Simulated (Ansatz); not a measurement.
# A defect in a wire: (3,3) C nanotube, P in place of one C

Aim: how much does this defect scatter, and at which energies?

Program: Ansatz 0.2.0. Level of theory: DFT PBE, plane waves, PAW; relaxation of a wire's period, in the first sound run; inputs show where later runs differ. Results are calculated unless marked as measured.

Report form: the programs' logs are mostly left out.

## Step 1: The starting structure

The cell holds 12 atoms: 12 C. Cell: a = 10.868 Å, b = 10.806 Å, c = 2.460 Å, α = 90.0°, β = 90.0°, γ = 90.0°. Vacuum lies along a and b. The structure's axis is c.

## Step 2: Relaxation of atoms and period

Band widths follow the bond lengths, so the wire is relaxed first. The atoms and the third cell vector are free; the box across stays fixed as vacuum. A Fermi-Dirac smearing is set since the result may be a metal. The pressure printed is a third of the stress's trace over the whole box, vacuum included; only the stress along the axis is relaxed.

input.yaml reads:

```yaml
crystal:
  lattice:
    - [10.868, 0.0, 0.0]
    - [0.0, 10.806, 0.0]
    - [0.0, 0.0, 2.4595121467]
  atoms:
    - { symbol: C, position: [0.643369038, 0.621000301, 0.0] }
    - { symbol: C, position: [0.687154982, 0.500009175, 0.0] }
    - { symbol: C, position: [0.31284505, 0.500009175, 0.5] }
    - { symbol: C, position: [0.356630994, 0.379018048, 0.5] }
    - { symbol: C, position: [0.467500897, 0.685378334, 0.5] }
    - { symbol: C, position: [0.593577499, 0.663020078, 0.5] }
    - { symbol: C, position: [0.593577499, 0.336998271, 0.5] }
    - { symbol: C, position: [0.675868157, 0.435631141, 0.5] }
    - { symbol: C, position: [0.324131875, 0.564387208, 0.0] }
    - { symbol: C, position: [0.406422533, 0.663020078, 0.0] }
    - { symbol: C, position: [0.406422533, 0.336998271, 0.0] }
    - { symbol: C, position: [0.532499135, 0.314640015, 0.0] }
kpoints:
  mp_grid: { grid: [1, 1, 33] }
scf:
  occupations: { method: fermi_dirac, width: 0.05 }
hamiltonian:
  xc: pbe
relax:
  cell: { fix: [a, b, alpha, beta, gamma] }
  max_steps: 60
```

The run is started by

```
ansatz run input.yaml --threads 4 --pin off --max-ram 16384MiB --backend cpu --events-out ev --progress --plain --runs-dir out
```

Wall time 17 s (4 threads of Arm Neoverse V1, shared host); peak memory 0.67 GiB; 63 s of CPU time.

Relaxation path:

```
step  energy less that of the first step (eV)  largest force component (eV/Å)  pressure (GPa)  volume (Å³)
   1                                   0.0000                          1.0299            5.74       288.84
   2                                  -0.3751                          0.4769            1.84       288.88
   3                                  -0.4191                          0.1823            0.14       289.57
   4                                  -0.4212                          0.0089           -0.04       289.74
   5                                  -0.4213                          0.0011           -0.01       289.66
  6*                                  -0.4223                          0.0011            0.00       289.66
```

Relaxation steps marked * repeat the geometry before them on a plane-wave basis chosen anew for their cell, so energy and pressure can jump there.

The run keeps the 4 symmetry operations that it works with, so distortions that break them were not tested.

```
cell as run  before  after  change
      c (Å)   2.460  2.466  +0.3 %
```

The atoms that moved most (Å, along periodic axes as changes of fractional coordinates times the final cell, across vacuum about the mean position):

```
atom      dx      dy     dz  length
  C6   0.035   0.062  0.000   0.071
 C11  -0.035  -0.062  0.000   0.071
  C1   0.053   0.047  0.000   0.071
  C4  -0.053  -0.047  0.000   0.071
  C5  -0.013   0.069  0.000   0.070
 C12   0.013  -0.069  0.000   0.070
 C10  -0.035   0.060  0.000   0.070
  C7   0.035  -0.060  0.000   0.070
```

Numbers from this step:

```yaml
energy_at_zero_smearing: -3005.5413 eV
cell_length_along_the_wire: 2.466 Å
```

The cell's length comes to 2.466 Å with spin left out.

## Step 3: Bands of the perfect wire

This step: DFT PBE, plane waves, PAW; channels and complex bands of a perfect wire (Ansatz 0.2.0).

At the relaxed period the Bloch states of the perfect wire are found at each energy: those that move forward count the open channels, and those that decay describe how a disturbance dies away inside the wire itself. An energy step of 0.035 eV is under the 0.039 eV that the program asks for its thermal average at 300 K.

input.yaml reads:

```yaml
crystal:
  lattice:
    - [10.868, 0.0, 0.0]
    - [0.0, 10.806, 0.0]
    - [0.0, 0.0, 2.4664819415]
  atoms:
    - { symbol: C, position: [0.648270349, 0.62532147, 0.0] }
    - { symbol: C, position: [0.693514287, 0.500080886, 0.0] }
    - { symbol: C, position: [0.306485713, 0.499919114, 0.5] }
    - { symbol: C, position: [0.351729651, 0.37467853, 0.5] }
    - { symbol: C, position: [0.466301161, 0.691757203, 0.5] }
    - { symbol: C, position: [0.596808737, 0.668744024, 0.5] }
    - { symbol: C, position: [0.596793604, 0.331410617, 0.5] }
    - { symbol: C, position: [0.681870799, 0.433551834, 0.5] }
    - { symbol: C, position: [0.318129201, 0.566448166, 0.0] }
    - { symbol: C, position: [0.403206396, 0.668589383, 0.0] }
    - { symbol: C, position: [0.403191263, 0.331255976, 0.0] }
    - { symbol: C, position: [0.533698839, 0.308242797, 0.0] }
kpoints:
  mp_grid: { grid: [1, 1, 33] }
scf:
  occupations: { method: fermi_dirac, width: 0.05 }
hamiltonian:
  xc: pbe
output:
  transmission:
    e_range: [-1.26, 1.26]
    de: 0.035
    kmesh: [1, 1]
    reduced_basis: true
    leads: [[0, 0]]
basis:
  ecutwfc: "350 eV"
```

It took 8.7 min on 4 threads; peak memory 5.6 GiB; 33 min of CPU time.

Numbers from this step:

- energy at zero smearing: -3005.2290 eV
- channels at the energy nearest the Fermi level, one spin: 2
- conductance of the lead as this run defines it: 1.994 G₀
- band gap: 0 eV

Table of open channels of the lead, one spin by energy, zero at the Fermi level:

energy (eV), open channels of the lead, one spin and a bar from the least value:
```
    -1.26       2.00 
    -1.19       2.00 
    -1.08       2.00 
    -1.01       2.00 
    -0.91       2.00 
    -0.84       2.00 
    -0.73       2.00 
    -0.67       2.00 
    -0.56       2.00 
    -0.49       2.00 
    -0.39       2.00 
    -0.32       2.00 
    -0.21       2.00 
    -0.14       2.00 
    -0.04       2.00 
     0.00       2.00 
     0.04       2.00 
     0.14       2.00 
     0.21       2.00 
     0.32       2.00 
     0.39       2.00 
     0.49       2.00 
     0.56       2.00 
     0.67       2.00 
     0.73       6.00 ##############################
     0.84       6.00 ##############################
     0.91       6.00 ##############################
     1.01       6.00 ##############################
     1.08       6.00 ##############################
     1.19       5.00 ######################
     1.26       5.00 ######################
```

The slowest values at each energy, most degenerate partners merged, listed up to 1.5 1/Å. The Im kz of the slowest decaying states by energy, zero at the Fermi level:

```
energy (eV)  decay 1 (Å⁻¹)  decay 2 (Å⁻¹)  decay 3 (Å⁻¹)  decay 4 (Å⁻¹)
     -1.190          0.218          0.219          0.370          0.417
     -1.015          0.228          0.228          0.381          0.423
     -0.805          0.234          0.234          0.392          0.429
     -0.595          0.234          0.235          0.402          0.431
     -0.385          0.230          0.230          0.411          0.427
     -0.210          0.222          0.222          0.417          0.422
      0.000          0.206          0.207          0.415          0.424
      0.210          0.183          0.184          0.405          0.430
      0.385          0.155          0.156          0.394          0.434
      0.595          0.101          0.102          0.375          0.437
      0.805          0.342          0.440          0.442          0.443
      1.015          0.263          0.439          0.439          0.441
      1.190          0.198          0.435          0.436          0.441
```

By hand: the program gives 1.3158 × 10^14 S/m² over the cell's cross-section of 117.44 Å² = 1.174 × 10^-18 m², so one cell conducts 1.545 × 10^-4 S. Divided by G0 = 2e²/h = 7.748 × 10^-5 S this is 1.99 G0, a resistance of 6.47 kΩ.

At the computed energy nearest the Fermi level there are 2 channels a spin, and the thermal average gives 1.99 G₀.

## Step 4: Relaxation of the scattering region

This step: DFT PBE, plane waves, PAW; relaxation of a junction in a wire, ends held (Ansatz 0.2.0).

System of this step: (3,3) C nanotube, P in place of one C. The cell holds 108 atoms: 107 C and 1 P. Its edges and angles: a = 10.868 Å, b = 10.806 Å, c = 22.198 Å, α = 90.0°, β = 90.0°, γ = 90.0°. Regions: held atoms, 72 atoms (72 C); free atoms, 36 atoms (35 C and 1 P). Vacuum lies along a and b. The structure's axis is c.

36 atoms at the defect are free to relax, while 72 stay where the perfect wire has them, so that the ends still repeat as a lead. The cutoff is set under the files' recommended one to save time.

input.yaml reads:

```yaml
crystal:
  lattice:
    - [10.868, 0.0, 0.0]
    - [0.0, 10.806, 0.0]
    - [0.0, 0.0, 22.1983374737]
  atoms:
    - { symbol: C, position: [0.648270349, 0.62532147, 0.0] }
    - { symbol: C, position: [0.693514287, 0.500080886, 0.0] }
    - { symbol: C, position: [0.306485713, 0.499919114, 0.055555556] }
    - { symbol: C, position: [0.351729651, 0.37467853, 0.055555556] }
    - { symbol: C, position: [0.466301161, 0.691757203, 0.055555556] }
    - { symbol: C, position: [0.596808737, 0.668744024, 0.055555556] }
    - { symbol: C, position: [0.596793604, 0.331410617, 0.055555556] }
    - { symbol: C, position: [0.681870799, 0.433551834, 0.055555556] }
    - { symbol: C, position: [0.318129201, 0.566448166, 0.0] }
    - { symbol: C, position: [0.403206396, 0.668589383, 0.0] }
    - { symbol: C, position: [0.403191263, 0.331255976, 0.0] }
    - { symbol: C, position: [0.533698839, 0.308242797, 0.0] }
    - { symbol: C, position: [0.648270349, 0.62532147, 0.111111111] }
    - { symbol: C, position: [0.693514287, 0.500080886, 0.111111111] }
    - { symbol: C, position: [0.306485713, 0.499919114, 0.166666667] }
    - { symbol: C, position: [0.351729651, 0.37467853, 0.166666667] }
    - { symbol: C, position: [0.466301161, 0.691757203, 0.166666667] }
    - { symbol: C, position: [0.596808737, 0.668744024, 0.166666667] }
    - { symbol: C, position: [0.596793604, 0.331410617, 0.166666667] }
    - { symbol: C, position: [0.681870799, 0.433551834, 0.166666667] }
    - { symbol: C, position: [0.318129201, 0.566448166, 0.111111111] }
    - { symbol: C, position: [0.403206396, 0.668589383, 0.111111111] }
    - { symbol: C, position: [0.403191263, 0.331255976, 0.111111111] }
    - { symbol: C, position: [0.533698839, 0.308242797, 0.111111111] }
    - { symbol: C, position: [0.648270349, 0.62532147, 0.222222222] }
    - { symbol: C, position: [0.693514287, 0.500080886, 0.222222222] }
    - { symbol: C, position: [0.306485713, 0.499919114, 0.277777778] }
    - { symbol: C, position: [0.351729651, 0.37467853, 0.277777778] }
    - { symbol: C, position: [0.466301161, 0.691757203, 0.277777778] }
    - { symbol: C, position: [0.596808737, 0.668744024, 0.277777778] }
[... 72 atom lines left out ...]
    - { symbol: C, position: [0.596793604, 0.331410617, 0.944444444] }
    - { symbol: C, position: [0.681870799, 0.433551834, 0.944444444] }
    - { symbol: C, position: [0.318129201, 0.566448166, 0.888888889] }
    - { symbol: C, position: [0.403206396, 0.668589383, 0.888888889] }
    - { symbol: C, position: [0.403191263, 0.331255976, 0.888888889] }
    - { symbol: C, position: [0.533698839, 0.308242797, 0.888888889] }
magnetization:
  spin_polarized: true
kpoints:
  mp_grid: { grid: [1, 1, 2] }
scf:
  occupations: { method: fermi_dirac, width: 0.1 }
hamiltonian:
  xc: pbe
relax:
  constraints:
    - { sites: [0, 1, 2, 3, 4, 5, 6, 7, 8, 9, 10, 11, 12, 13, 14, 15, 16, 17, 18, 19, 20, 21, 22, 23, 24, 25, 26, 27, 28, 29, 30, 31, 32, 33, 34, 35, 72, 73, 74, 75, 76, 77, 78, 79, 80, 81, 82, 83, 84, 85, 86, 87, 88, 89, 90, 91, 92, 93, 94, 95, 96, 97, 98, 99, 100, 101, 102, 103, 104, 105, 106, 107] }
  f_tol: 0.06
  max_steps: 35
basis:
  ecutwfc: "350 eV"
```

Run time: 11 min. Hardware: 4 threads; peak memory 9.7 GiB.

Step by step:

```
step  energy less that of the first step (eV)  largest force component (eV/Å)
   1                                   0.0000                         15.8436
   2                                  -3.7877                          7.7605
   3                                  -5.4392                          3.5975
   4                                  -6.2438                          3.4557
   5                                  -6.9762                          1.8735
   6                                  -7.2762                          0.6659
   7                                  -7.3132                          0.4170
   8                                  -7.3250                          0.2449
   9                                  -7.3269                          0.0665
  10                                  -7.3275                          0.0199
```

The atoms that moved most (Å):

```
atom      dx     dy      dz  length
 P54   0.336  0.796  -0.008   0.864
 C53  -0.102  0.166  -0.002   0.195
 C49   0.104  0.105  -0.105   0.181
 C61   0.099  0.104   0.089   0.169
 C56  -0.044  0.107  -0.003   0.115
 C50  -0.053  0.092  -0.023   0.108
 C62  -0.055  0.090   0.016   0.107
 C55  -0.001  0.089  -0.002   0.089
```

This step gave:

* energy at zero smearing: -27551.2115 eV
* absolute moment: 0 μB

The largest force component on a free atom ends at 0.020 eV/Å, under the limit of 0.06. P ends nearest to C at 1.79 Å, C at 1.80 Å and C at 1.90 Å.

(Part 1 of 2 ends here.)

[Logs are printed without paths, hosts, clocks, repeated set-up lines and the standing remarks that a program may print on its own settings, such as how far it seeks lower states.]

[Hosts, paths, dates, database ids (printed as entryN), source tags and the programs' standing remarks are cut or masked in the printed files.]
